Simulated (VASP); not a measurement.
# ZnO (P4_2/mnm) in VASP: a series of runs, part 2 of 2

VASP 6.6.1. The steps go on from the part before.

**3. Relaxation of cell and atoms, LDA**

File INCAR:

```
  PREC = Accurate
  ENCUT = 600
  EDIFF = 1E-7
  ISMEAR = 0
  SIGMA = 0.02
  LREAL = False
  LASPH = True
  NELM = 80
  ALGO = Normal
  ISIF = 3
  LWAVE = False
  LCHARG = False
  IBRION = 2
  NSW = 90
  EDIFFG = -0.005
```

File KPOINTS:

```
Automatic mesh
0
Gamma
  6 6 8
```

File POSCAR:

```
ZnO
1.0
    5.5175700700      0.0000000000      0.0000000000
    0.0000000000      5.5175700700      0.0000000000
    0.0000000000      0.0000000000      3.2587787700
Zn O
4 4
Direct
    0.1819728400      0.1819728400      0.5000000000
    0.8180271600      0.8180271600      0.5000000000
    0.6819728400      0.3180271600      0.0000000000
    0.3180271600      0.6819728400      0.0000000000
    0.8172472300      0.1827527700      0.5000000000
    0.1827527700      0.8172472300      0.5000000000
    0.6827527700      0.6827527700      0.0000000000
    0.3172472300      0.3172472300      0.0000000000
```

Potentials or basis: VASP PAW LDA potentials, release 64 (Zn, O).

Run with:

```
> cat potpaw_LDA.64/Zn/POTCAR potpaw_LDA.64/O/POTCAR > POTCAR
> mpirun -np 1 vasp_std > vasp.out
```

OUTCAR:

```text
PREC = Accurate
   ENCUT = 600
   EDIFF = 1E-7
   ISMEAR = 0
   LREAL = False
   LASPH = True
   NELM = 80
   ISIF = 3
   IBRION = 2
   NSW = 90
   EDIFFG = -0.005

 ion  position               nearest neighbor table
   1  0.182  0.182  0.500-   8 1.94   8 1.94   5 2.01   6 2.01   2 2.84
   2  0.818  0.818  0.500-   7 1.94   7 1.94   5 2.01   6 2.01   1 2.84
   3  0.682  0.318  0.000-   5 1.94   5 1.94   8 2.01   7 2.01   4 2.84
   4  0.318  0.682  0.000-   6 1.94   6 1.94   8 2.01   7 2.01   3 2.84
   5  0.817  0.183  0.500-   3 1.94   3 1.94   1 2.01   2 2.01
   6  0.183  0.817  0.500-   4 1.94   4 1.94   1 2.01   2 2.01
   7  0.683  0.683  0.000-   2 1.94   2 1.94   4 2.01   3 2.01
   8  0.317  0.317  0.000-   1 1.94   1 1.94   4 2.01   3 2.01

  LATTYP: Found a simple tetragonal cell.
 ALAT       =     5.5175700700
 C/A-ratio  =     0.5906184659

  Lattice vectors:

 A1 = (   5.5175700700,   0.0000000000,   0.0000000000)
 A2 = (   0.0000000000,   5.5175700700,   0.0000000000)
 A3 = (   0.0000000000,   0.0000000000,   3.2587787700)

Analysis of symmetry for initial positions (statically):
=====================================================================
 Subroutine PRICEL returns:
 Original cell was already a primitive cell.

 Routine SETGRP: Setting up the symmetry group for a
 simple tetragonal supercell.

 Subroutine GETGRP returns: Found 16 space group operations
 (whereof  8 operations were pure point group operations)
 out of a pool of 16 trial point group operations.

The static configuration has the point symmetry D_2h.
 The point group associated with its full space group is D_4h.

Analysis of symmetry for dynamics (positions and initial velocities):
=====================================================================
 Subroutine PRICEL returns:
 Original cell was already a primitive cell.

 Routine SETGRP: Setting up the symmetry group for a
 simple tetragonal supercell.

 Subroutine GETGRP returns: Found 16 space group operations
 (whereof  8 operations were pure point group operations)
 out of a pool of 16 trial point group operations.

The dynamic configuration has the point symmetry D_2h.
 The point group associated with its full space group is D_4h.

 Subroutine INISYM returns: Found 16 space group operations
 (whereof  8 operations are pure point group operations),
 and found     1 'primitive' translations

----------------------------------------------------------------------------------------

                                     Primitive cell

  volume of cell :      99.2089

  direct lattice vectors                    reciprocal lattice vectors
     5.517570070  0.000000000  0.000000000     0.181239203  0.000000000  0.000000000
     0.000000000  5.517570070  0.000000000     0.000000000  0.181239203  0.000000000
     0.000000000  0.000000000  3.258778770     0.000000000  0.000000000  0.306863420

  length of vectors
     5.517570070  5.517570070  3.258778770     0.181239203  0.181239203  0.306863420

  position of ions in fractional coordinates (direct lattice)
     0.181972840  0.181972840  0.500000000
     0.818027160  0.818027160  0.500000000
     0.681972840  0.318027160  0.000000000
     0.318027160  0.681972840  0.000000000
     0.817247230  0.182752770  0.500000000
     0.182752770  0.817247230  0.500000000
[... 81 lines left out ...]
   LSORBIT =      F    spin-orbit coupling
   LASPH  =      T    aspherical Exc in radial PAW
   ENCUT  =  600.0 eV  44.10 Ry    6.64 a.u.  11.02 11.02  6.51*2*pi/ulx,y,z
   NELM   =     80;   NELMIN=  2; NELMDL= -5     # of ELM steps
   EDIFF  = 0.1E-06   stopping-criterion for ELM
   LREAL  =      F    real-space projection
   EDIFFG = -.5E-02   stopping-criterion for IOM
   NSW    =     90    number of steps for IOM
   IBRION =      2    ionic relax: 0-MD 1-quasi-New 2-CG
   NFREE  =      1    steps in history (QN), initial steepest desc. (CG)
   ISIF   =      3    stress and relaxation
   ISYM   =      2    0-nonsym 1-usesym 2-fastsym
   POTIM  = 0.5000    time-step for ionic-motion
   TEBEG  =    0.0;   TEEND  =   0.0 temperature during run
   PSTRESS=    0.0 pullay stress
   NELECT =      72.0000    total number of electrons
   NUPDOWN=      -1.0000    fix difference up-down
   EMIN   =  10.00;   EMAX   =-10.00  energy-range for DOS
   EFERMI =   0.00;   METHOD = LEGACY
   ISMEAR =     0;   SIGMA  =   0.02  broadening in eV -4-tet -1-fermi 0-gaus
   EFERMI_NEDOS =   21; number of points for ismear=-14 and -15
   IALGO  =     38    algorithm
   IMIX   =      4    mixing-type and parameters
     AMIX     =   0.40;   BMIX     =  1.00
     AMIX_MAG =   1.60;   BMIX_MAG =  1.00
  volume/ion in A,a.u.               =      12.40        83.69
  Fermi-wavevector in a.u.,A,eV,Ry     =   1.471190  2.780146 29.448455  2.164400
  Thomas-Fermi vector in A             =   2.586356
   LORBIT       =      0    0 simple, 1 ext, 2 COOP (PROOUT), +10 PAW based schemes
   GGA     = CA    functional components
   LHFCALC =     F    Hartree Fock is set to
   AEXX    =    0.0000 exact exchange contribution
   IVDW    =     0    specifies the selected vdW correction
   LEPSILON=     F    determine dielectric tensor
   LRPA    =     F    only Hartree local field effects (RPA)
 conjugate gradient relaxation of ions
 non-spin polarized calculation
 Gauss-broadening in eV      SIGMA  =   0.02
  energy-cutoff  :      600.00
  volume of cell :       99.21
 maximum number of plane-waves:      3344
 NGX is ok and might be reduce to    48
   NGX = 23   NGY = 23   NGZ = 13

--------------------------------------- Ionic step        1  -------------------------------------------

 number of electron      72.0000031 magnetization

 Free energy of the ion-electron system (eV)
  ---------------------------------------------------
  ext. energy  EPLUGINS =         0.00000000
  ---------------------------------------------------
  free energy    TOTEN  =       -41.96849854 eV

  energy without entropy =      -41.96849854  energy(sigma->0) =      -41.96849854

------------------------ aborting loop because EDIFF is reached ----------------------------------------

  FORCE on cell =-STRESS in cart. coord.  units (eV):
  Direction    XX          YY          ZZ          XY          YZ          ZX
  --------------------------------------------------------------------------------------
  -------------------------------------------------------------------------------------
  Total       -3.2056545     -3.2056545     -3.8595336     -0.0000000      0.0000000      0.0000000
  in kB      -51.7698261    -51.7698261    -62.3296691     -0.0000000      0.0000000      0.0000000
  external PRESSURE =     -55.2897738 kB  Pullay stress =       0.0000000 kB
[... 107 lines left out ...]
  FREE ENERGIE OF THE ION-ELECTRON SYSTEM (eV)
  ---------------------------------------------------
  free  energy   TOTEN  =       -42.0368827420 eV

  energy  without entropy=      -42.0368827420  energy(sigma->0) =      -42.03688274

[... ionic steps 4 to 7 ...]

--------------------------------------- Ionic step        8  -------------------------------------------

 number of electron      72.0000038 magnetization

------------------------ aborting loop because EDIFF is reached ----------------------------------------
[... 79 lines left out ...]
--------------------------------------- Ionic step       10  -------------------------------------------

 number of electron      72.0000038 magnetization

 Free energy of the ion-electron system (eV)
  ---------------------------------------------------
  ext. energy  EPLUGINS =         0.00000000
  ---------------------------------------------------
  free energy    TOTEN  =       -42.03707504 eV

  energy without entropy =      -42.03707504  energy(sigma->0) =      -42.03707504

 E-fermi :   1.1246     XC(G=0): -11.3873

 val. band max:        1.0396923615   @ k =   0.0000   0.0000   0.0000
 cond. band min:       1.8257778267   @ k =   0.0000   0.0000   0.0000
 fundamental gap:      0.7860854651
 Fermi energy:         1.1246186375

 k-point     1 :       0.0000    0.0000    0.0000
  band No.  band energies     occupation
      1     -17.1336      2.00000
      2     -16.3141      2.00000
      3     -16.3141      2.00000
      4     -16.2093      2.00000
      5      -5.6961      2.00000
      6      -5.4006      2.00000
[... 1093 lines left out ...]
     42       9.1802      0.00000
     43       9.9265      0.00000

 [... further k-points ...]

------------------------ aborting loop because EDIFF is reached ----------------------------------------

  FORCE on cell =-STRESS in cart. coord.  units (eV):
  Direction    XX          YY          ZZ          XY          YZ          ZX
  --------------------------------------------------------------------------------------
  -------------------------------------------------------------------------------------
  Total        0.0343954      0.0343954      0.0354758      0.0000000      0.0000000      0.0000000
  in kB        0.5777732      0.5777732      0.5959211      0.0000000      0.0000000      0.0000000
  external PRESSURE =       0.5838225 kB  Pullay stress =       0.0000000 kB
[... 23 lines left out ...]
  FREE ENERGIE OF THE ION-ELECTRON SYSTEM (eV)
  ---------------------------------------------------
  free  energy   TOTEN  =       -42.0370750439 eV

  energy  without entropy=      -42.0370750439  energy(sigma->0) =      -42.03707504

 reached required accuracy - stopping structural energy minimisation
```

Run time: 24 min. Hardware: 1 thread of Intel Xeon Platinum 8375C at 2.90GHz (Ice Lake), shared host; peak memory 0.33 GiB.

Results:

```
Free energy                            : -42.0371 eV
Relaxed volume                         : 11.92 Å³/atom
Relaxed cell                           : a = 5.449 Å, b = 5.449 Å, c = 3.212 Å, α = 90.00°, β = 90.00°, γ = 90.00°
Space group after relaxing (to 0.05 Å) : P4_2/mnm (No. 136)
Energy gained by relaxing              : 8.6 meV/atom
Ionic steps                            : 10
Pressure after relaxing                : 0.1 GPa
Band gap on the k mesh                 : 0.79 eV, direct
```

The path:
```csv
step,energy change (eV),largest force (eV/Å),pressure (GPa),volume (Å³)
1,0.0000,0.0491,-5.53,99.21
2,-0.0417,0.0147,3.86,93.19
3,-0.0684,0.0276,0.00,95.43
4,-0.0684,0.0200,-0.02,95.42
5,-0.0685,0.0145,-0.02,95.42
6,-0.0685,0.0172,-0.01,95.42
7,-0.0685,0.0126,0.00,95.41
8,-0.0686,0.0059,0.02,95.39
9,-0.0685,0.0074,0.07,95.36
10,-0.0686,0.0009,0.06,95.38
```

Final structure:
```xyz
8
Lattice="5.4489 0.0000 0.0000 0.0000 5.4489 0.0000 0.0000 0.0000 3.2124" Properties=species:S:1:pos:R:3 pbc="T T T"
Zn    0.9929    0.9929    1.6062
Zn    4.4560    4.4560    1.6062
Zn    3.7173    1.7316    0.0000
Zn    1.7316    3.7173    0.0000
O     4.4562    0.9927    1.6062
O     0.9927    4.4562    1.6062
O     3.7172    3.7172    0.0000
O     1.7318    1.7318    0.0000
```

LDA gaps usually lie below the measured ones, often by a third to a half.
